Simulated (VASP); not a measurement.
# Y (Fm-3m) in VASP: further runs

One crystal, Y, is run at these levels: revPBE; tasks: single point.

Program: VASP 6.6.1. These are calculated values, not measurements. Logs are shortened: lines on timing, memory, paths and dates and some standing lists are left out, and cuts for length are marked.

**1. The structure**

It takes space group Fm-3m (No. 225, cubic). Conventional cell: a = 5.121 Å, b = 5.121 Å, c = 5.121 Å, α = 90.00°, β = 90.00°, γ = 90.00°. Y (site symmetry m-3m) is surrounded by 12 Y at 3.62 Å.

This isn't the form of Y at room conditions, which is hcp.

**2. Single point, revPBE**

Contents of INCAR:

```
SYSTEM = Y
PREC = Accurate
ENCUT = 520
EDIFF = 1E-7
ISMEAR = -1
SIGMA = 0.1
LREAL = .FALSE.
LASPH = .TRUE.
NELM = 100
ALGO = Fast
ISIF = 2
LWAVE = .FALSE.
LCHARG = .FALSE.
GGA = RE
NBANDS = 12
```

Contents of KPOINTS:

```
regular mesh
0
G
  17 17 17
  0 0 0
```

Contents of POSCAR:

```
Y
1.0
    0.0000000000      2.5603050175      2.5603050175
    2.5603050175      0.0000000000      2.5603050175
    2.5603050175      2.5603050175      0.0000000000
Y
1
Direct
    0.0000000000      0.0000000000      0.0000000000
```

Potentials or basis: VASP PAW PBE potentials, release 64 (Y_sv).

On the command line:

```
cat potpaw_PBE.64/Y_sv/POTCAR > POTCAR
mpirun -np 1 vasp_std > vasp.out
```

OUTCAR:

```text
SYSTEM = Y
   PREC = Accurate
   ENCUT = 520
   EDIFF = 1E-7
   ISMEAR = -1
   LREAL = .FALSE.
   LASPH = .TRUE.
   NELM = 100
   ISIF = 2
   GGA = RE

 ion  position               nearest neighbor table
   1  0.000  0.000  0.000-

  LATTYP: Found a face centered cubic cell.
 ALAT       =     5.1206100350

  Lattice vectors:

 A1 = (   0.0000000000,   2.5603050175,   2.5603050175)
 A2 = (   2.5603050175,   0.0000000000,   2.5603050175)
 A3 = (   2.5603050175,   2.5603050175,   0.0000000000)

Analysis of symmetry for initial positions (statically):
=====================================================================
 Subroutine PRICEL returns:
 Original cell was already a primitive cell.

 Routine SETGRP: Setting up the symmetry group for a
 face centered cubic supercell.

 Subroutine GETGRP returns: Found 48 space group operations
 (whereof 48 operations were pure point group operations)
 out of a pool of 48 trial point group operations.

The static configuration has the point symmetry O_h .

Analysis of symmetry for dynamics (positions and initial velocities):
=====================================================================
 Subroutine PRICEL returns:
 Original cell was already a primitive cell.

 Routine SETGRP: Setting up the symmetry group for a
 face centered cubic supercell.

 Subroutine GETGRP returns: Found 48 space group operations
 (whereof 48 operations were pure point group operations)
 out of a pool of 48 trial point group operations.

The dynamic configuration has the point symmetry O_h .

 Subroutine INISYM returns: Found 48 space group operations
 (whereof 48 operations are pure point group operations),
 and found     1 'primitive' translations

----------------------------------------------------------------------------------------

                                     Primitive cell

  volume of cell :      33.5664

  direct lattice vectors                    reciprocal lattice vectors
     0.000000000  2.560305018  2.560305018    -0.195289232  0.195289232  0.195289232
     2.560305018  0.000000000  2.560305018     0.195289232 -0.195289232  0.195289232
     2.560305018  2.560305018  0.000000000     0.195289232  0.195289232 -0.195289232

  length of vectors
     3.620818080  3.620818080  3.620818080     0.338250872  0.338250872  0.338250872

  position of ions in fractional coordinates (direct lattice)
     0.000000000  0.000000000  0.000000000

  ion indices of the primitive-cell ions
   primitive index   ion index
                 1           1

----------------------------------------------------------------------------------------

 KPOINTS: regular mesh

Automatic generation of k-mesh.
 Grid dimensions read from file:
 generate k-points for:   17   17   17

 Generating k-lattice:

  Cartesian coordinates                     Fractional coordinates (reciprocal lattice)
    -0.011487602  0.011487602  0.011487602     0.058823529  0.000000000  0.000000000
     0.011487602 -0.011487602  0.011487602     0.000000000  0.058823529  0.000000000
     0.011487602  0.011487602 -0.011487602     0.000000000  0.000000000  0.058823529

  Length of vectors
     0.019897110  0.019897110  0.019897110

  Shift w.r.t. Gamma in fractional coordinates (k-lattice)
     0.000000000  0.000000000  0.000000000

 Subroutine IBZKPT returns following result:
 ===========================================

 Found    165 irreducible k-points:

 Following reciprocal coordinates:
            Coordinates               Weight
  0.000000  0.000000  0.000000      1.000000
  0.058824  0.000000  0.000000      8.000000
  0.117647  0.000000  0.000000      8.000000
  0.176471  0.000000  0.000000      8.000000
  0.235294  0.000000  0.000000      8.000000
  0.294118  0.000000  0.000000      8.000000
[... 16 lines left out ...]
 -0.176471  0.058824  0.000000     24.000000
 -0.117647  0.058824  0.000000     24.000000
 [... further k-points ...]
   k-points           NKPTS =    165   k-points in BZ     NKDIM =    165   number of bands    NBANDS=     12
   number of dos      NEDOS =    301   number of ions     NIONS =      1
   total plane-waves  NPLWV =  21952
   dimension x,y,z NGX =    28 NGY =   28 NGZ =   28
   dimension x,y,z NGXF=    56 NGYF=   56 NGZF=   56
   ions per type =               1
   NGX,Y,Z   is equivalent  to a cutoff of  12.86, 12.86, 12.86 a.u.
   NGXF,Y,Z  is equivalent  to a cutoff of  25.71, 25.71, 25.71 a.u.
 SYSTEM =  Y
   PREC   = accura    normal or accurate (medium, high low for compatibility)
   ISTART =      0    job   : 0-new  1-cont  2-samecut
   ICHARG =      2    charge: 1-file 2-atom 10-const
   ISPIN  =      1    spin polarized calculation?
   LNONCOLLINEAR =      F non collinear calculations
   LSORBIT =      F    spin-orbit coupling
   LASPH  =      T    aspherical Exc in radial PAW
   ENCUT  =  520.0 eV  38.22 Ry    6.18 a.u.   6.73  6.73  6.73*2*pi/ulx,y,z
   NELM   =    100;   NELMIN=  2; NELMDL= -5     # of ELM steps
   EDIFF  = 0.1E-06   stopping-criterion for ELM
   LREAL  =      F    real-space projection
   EDIFFG = 0.1E-05   stopping-criterion for IOM
   NSW    =      0    number of steps for IOM
   IBRION =     -1    ionic relax: 0-MD 1-quasi-New 2-CG
   NFREE  =      0    steps in history (QN), initial steepest desc. (CG)
   ISIF   =      2    stress and relaxation
   ISYM   =      2    0-nonsym 1-usesym 2-fastsym
   POTIM  = 0.5000    time-step for ionic-motion
   TEBEG  =    0.0;   TEEND  =   0.0 temperature during run
   PSTRESS=    0.0 pullay stress
   NELECT =      11.0000    total number of electrons
   NUPDOWN=      -1.0000    fix difference up-down
   EMIN   =  10.00;   EMAX   =-10.00  energy-range for DOS
   EFERMI =   0.00;   METHOD = LEGACY
   ISMEAR =    -1;   SIGMA  =   0.10  broadening in eV -4-tet -1-fermi 0-gaus
   EFERMI_NEDOS =   21; number of points for ismear=-14 and -15
   IALGO  =     68    algorithm
   IMIX   =      4    mixing-type and parameters
     AMIX     =   0.40;   BMIX     =  1.00
     AMIX_MAG =   1.60;   BMIX_MAG =  1.00
  volume/ion in A,a.u.               =      33.57       226.52
  Fermi-wavevector in a.u.,A,eV,Ry     =   1.128680  2.132895 17.332703  1.273918
  Thomas-Fermi vector in A             =   2.265370
   LORBIT       =      0    0 simple, 1 ext, 2 COOP (PROOUT), +10 PAW based schemes
   GGA     = RE    functional components
   LHFCALC =     F    Hartree Fock is set to
   AEXX    =    0.0000 exact exchange contribution
   IVDW    =     0    specifies the selected vdW correction
   LEPSILON=     F    determine dielectric tensor
   LRPA    =     F    only Hartree local field effects (RPA)
 non-spin polarized calculation
 RMM-DIIS sequential band-by-band and
  energy-cutoff  :      520.00
  volume of cell :       33.57
 maximum number of plane-waves:       926
   NGX = 13   NGY = 13   NGZ = 13

 number of electron      11.0000001 magnetization

 Free energy of the ion-electron system (eV)
  ---------------------------------------------------
  ext. energy  EPLUGINS =         0.00000000
  ---------------------------------------------------
  free energy    TOTEN  =        -6.16739714 eV

  energy without entropy =       -6.11008587  energy(sigma->0) =       -6.13874150

 E-fermi :   3.0232     XC(G=0):  -9.2745

 val. band max:        3.0173198700   @ k =  -0.4706   0.2353   0.1176
 cond. band min:       3.0346125337   @ k =   0.4118   0.2941   0.1176
 fundamental gap:      0.0172926637
 Fermi energy:         3.0231666519

 k-point     1 :       0.0000    0.0000    0.0000
  band No.  band energies     occupation
      1     -39.7692      2.00000
      2     -19.4891      2.00000
      3     -19.4891      2.00000
      4     -19.4891      2.00000
      5      -1.6802      2.00000
      6       4.7884      0.00000
      7       4.7884      0.00000
      8       4.7884      0.00000
      9       6.7209      0.00000
     10       6.7209      0.00000
     11      11.8791      0.00000
     12      15.0730      0.00000

 k-point     2 :       0.0588    0.0000    0.0000
  band No.  band energies     occupation
      1     -39.7673      2.00000
      2     -19.5070      2.00000
      3     -19.4914      2.00000
      4     -19.4914      2.00000
      5      -1.5966      2.00000
      6       4.6918      0.00000
      7       4.8283      0.00000
      8       4.8283      0.00000
      9       6.6761      0.00000
     10       6.6761      0.00000
     11      12.0735      0.00000
     12      14.6352      0.00000

 k-point     3 :       0.1176    0.0000    0.0000
  band No.  band energies     occupation
      1     -39.7619      2.00000
      2     -19.5581      2.00000
      3     -19.4979      2.00000
      4     -19.4979      2.00000
      5      -1.3525      2.00000
      6       4.4406      0.00000
      7       4.9302      0.00000
      8       4.9302      0.00000
      9       6.5767      0.00000
     10       6.5767      0.00000
     11      12.5778      0.00000
     12      13.8494      0.00000
[... 286 lines left out ...]
 k-point    23 :      -0.1765    0.0588    0.0000
  band No.  band energies     occupation
      1     -39.7491      2.00000
      2     -19.6680      2.00000
      3     -19.5284      2.00000
      4     -19.5066      2.00000
      5      -0.7472      2.00000
      6       3.9617      0.00017
      7       5.0116      0.00000
      8       5.1277      0.00000
      9       6.2404      0.00000
     10       6.8059      0.00000
     11      12.7117      0.00000
     12      13.8390      0.00000

 k-point    24 :      -0.1176    0.0588    0.0000
  band No.  band energies     occupation
      1     -39.7579      2.00000
      2     -19.5889      2.00000
      3     -19.5146      2.00000
      4     -19.4975      2.00000
      5      -1.1681      2.00000
      6       4.2718      0.00001
      7       4.9806      0.00000
      8       5.0182      0.00000
      9       6.3250      0.00000
     10       6.7164      0.00000
     11      12.9250      0.00000
     12      13.6255      0.00000

 [... further k-points ...]

------------------------ aborting loop because EDIFF is reached ----------------------------------------

  FORCE on cell =-STRESS in cart. coord.  units (eV):
  Direction    XX          YY          ZZ          XY          YZ          ZX
  --------------------------------------------------------------------------------------
  -------------------------------------------------------------------------------------
  Total       -0.0185785     -0.0185785     -0.0185785      0.0000000      0.0000000      0.0000000
  in kB       -0.8867806     -0.8867806     -0.8867806      0.0000000      0.0000000      0.0000000
  external PRESSURE =      -0.8867806 kB  Pullay stress =       0.0000000 kB

 VOLUME and BASIS-vectors are now :
 -----------------------------------------------------------------------------
  energy-cutoff  :      520.00
  volume of cell :       33.57
      direct lattice vectors                 reciprocal lattice vectors
     0.000000000  2.560305018  2.560305018    -0.195289232  0.195289232  0.195289232
     2.560305018  0.000000000  2.560305018     0.195289232 -0.195289232  0.195289232
     2.560305018  2.560305018  0.000000000     0.195289232  0.195289232 -0.195289232

 POSITION                                       TOTAL-FORCE (eV/Angst)
 -----------------------------------------------------------------------------------
      0.00000      0.00000      0.00000         0.000000      0.000000      0.000000
 -----------------------------------------------------------------------------------
    total drift:                               -0.000000     -0.000000     -0.000000

  FREE ENERGIE OF THE ION-ELECTRON SYSTEM (eV)
  ---------------------------------------------------
  free  energy   TOTEN  =        -6.1673971379 eV

  energy  without entropy=       -6.1100858678  energy(sigma->0) =       -6.13874150
```

It took 2.7 min on 1 thread of Intel Xeon Platinum 8375C at 2.90GHz (Ice Lake), shared host; peak memory 0.22 GiB.

What came out:

```
Free energy            : -6.1674 eV
Pressure               : -0.1 GPa
Band gap on the k mesh : none (metal or under the smearing width)
```

Caveat: the PAW data sets were made with another functional, which shifts forces and pressure a little.

**3. Single point, revPBE**

This run uses another cell than the first one, of 34.91 Å³/atom, 1.040 times its volume.

Contents of INCAR:

```
PREC = Accurate
ENCUT = 520
EDIFF = 1E-6
ISMEAR = -1
SIGMA = 0.1
LREAL = False
LASPH = True
NELM = 80
ALGO = Normal
ISIF = 2
LWAVE = False
LCHARG = False
GGA = RE
NBANDS = 12
```

Contents of KPOINTS:

```
Automatic mesh
0
Gamma
  12 12 12
```

Contents of POSCAR:

```
Y
1.0
    0.0000000000      2.5939971051      2.5939971051
    2.5939971051      0.0000000000      2.5939971051
    2.5939971051      2.5939971051      0.0000000000
Y
1
Direct
    0.0000000000      0.0000000000      0.0000000000
```

Potentials or basis: VASP PAW PBE potentials, release 64 (Y_sv).

On the command line:

```
cat potpaw_PBE.64/Y_sv/POTCAR > POTCAR
mpirun -np 1 vasp_std > vasp.out
```

It took 45 s on 1 thread of Intel Xeon Platinum 8375C at 2.90GHz (Ice Lake), shared host; peak memory 0.18 GiB.

It converged, with:

| Item | Value |
| --- | --- |
| Free energy | -6.1609 eV |
| Pressure | -1.5 GPa |
| Band gap on the k mesh | none (metal or under the smearing width) |

Levels at points of the mesh, in eV from the Fermi level:
| k point | band 3 | band 4 | band 5 | band 6 | band 7 | band 8 |
| --- | --- | --- | --- | --- | --- | --- |
| (0.00, 0.00, 0.00) | -22.64 | -22.64 | -4.64 | 1.72 | 1.72 | 1.72 |
| (0.50, 0.00, 0.00) | -22.70 | -22.70 | -1.88 | 0.41 | 1.58 | 1.58 |
| (0.50, 0.50, 0.00) | -22.80 | -22.80 | -1.59 | -0.74 | 1.78 | 4.88 |

Caveat: the PAW data sets were made with another functional, which shifts forces and pressure a little.
